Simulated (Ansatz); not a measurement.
**SnSe: stress in a strained cell**

SnSe is deformed so: zz strain of +2 %. What stress and forces result, by LAPW, PAW and all-electron datasets made for the crystal?

Method: DFT PBE, scalar-relativistic, in Ansatz 0.2.0.

## (1) Starting point

The structure is cubic, space group Fm-3m (No. 225). Conventional cell: a = 6.020 Å, b = 6.020 Å, c = 6.020 Å, α = 90.00°, β = 90.00°, γ = 90.00°. Sn (site symmetry m-3m) is surrounded by 6 Se at 3.01 Å. Se (site symmetry m-3m) has 6 Sn at 3.01 Å as nearest neighbours.

Structure file:

```cif
data_structure
_symmetry_space_group_name_H-M 'P 1'
_symmetry_Int_Tables_number 1
_cell_length_a 4.2568
_cell_length_b 4.2568
_cell_length_c 4.2568
_cell_angle_alpha 60.000
_cell_angle_beta 60.000
_cell_angle_gamma 60.000
_cell_volume 54.54
loop_
_atom_site_label
_atom_site_type_symbol
_atom_site_fract_x
_atom_site_fract_y
_atom_site_fract_z
_atom_site_occupancy
Sn1 Sn 0.00000 0.00000 0.00000 1
Se1 Se 0.50000 0.50000 0.50000 1
```

Atoms are numbered in the order of the input: Sn1, Se2.

## (2) After the deformation

Space group Fm-3m before, I4/mmm after.

## (3) Full-potential LAPW

input.yaml reads:

```yaml
crystal:
  lattice:
    - [0.0, 3.01, 3.0702]
    - [3.01, 0.0, 3.0702]
    - [3.01, 3.01, 0.0]
  atoms:
    - { symbol: Sn, position: [0.0, 0.0, 0.0] }
    - { symbol: Se, position: [0.5, 0.5, 0.5] }
kpoints:
  mp_grid: { grid: [9, 9, 9] }
  band_path:
    path:
      - [0.0, 0.0, 0.0]
      - [0.0, 0.5, 0.5]
      - [0.25, 0.75, 0.5]
      - [0.0, 0.5, 0.0]
      - [0.0, 0.0, 0.0]
      - [0.5, 0.5, 0.0]
      - [0.3701460977, 0.6298539023, 0.0]
      - [-0.3701460977, 0.3701460977, 0.0]
      - [0.0, 0.0, 0.0]
    npoints: 5
scf:
  occupations: { method: fermi_dirac, width: 0.02 }
hamiltonian:
  xc: pbe
  pseudopotentials: { kind: all_electron, lapw: { basis_error: 0.00025 } }
output:
  forces: true
  stress: true
  eigenvalues: true
```

Started as:

```
$ ansatz run input.yaml --threads 1 --pin off --max-ram 3072MiB --backend cpu --events-out ev --progress --plain --runs-dir out
```

## (4) PAW on the default files

input.yaml reads:

```yaml
crystal:
  lattice:
    - [0.0, 3.01, 3.0702]
    - [3.01, 0.0, 3.0702]
    - [3.01, 3.01, 0.0]
  atoms:
    - { symbol: Sn, position: [0.0, 0.0, 0.0] }
    - { symbol: Se, position: [0.5, 0.5, 0.5] }
kpoints:
  mp_grid: { grid: [9, 9, 9] }
scf:
  occupations: { method: fermi_dirac, width: 0.02 }
hamiltonian:
  xc: pbe
  pseudopotentials: { kind: paw }
output:
  forces: true
  stress: true
  eigenvalues: true
  efg: { contact_densities: true }
  write_density: true
  write_potential: true
  elf: true
  volumetric_format: npy
```

## (5) Datasets made for this crystal

input.yaml, as its differences from that of step 4:

```diff
@@ -14,3 +14,3 @@
   xc: pbe
-  pseudopotentials: { kind: paw }
+  pseudopotentials: { kind: all_electron, datasets: crystal }
 output:
@@ -20,5 +20 @@
   efg: { contact_densities: true }
-  write_density: true
-  write_potential: true
-  elf: true
-  volumetric_format: npy
```

(Steps that only read results are left out.)

Before running it: what results should come out? Wanted: pressure; largest shear or deviatoric stress.

**Answer**, as computed:

```
                                 quantity                                           value
                                 pressure  LAPW 0.07, PAW 0.08, crystal datasets 0.07 GPa
largest shear or deviatoric stress (LAPW)                                        1.42 GPa
```

What this shows: The largest part of the stress beyond the pressure is 1.42 GPa in size, in the zz component; the atoms are carried along and not relaxed. No run of the undeformed cell stands beside it, so the pressure holds what the given cell had before the change. PAW: stress within 0.01 GPa of LAPW. Crystal datasets: stress within 0.01 GPa of LAPW.
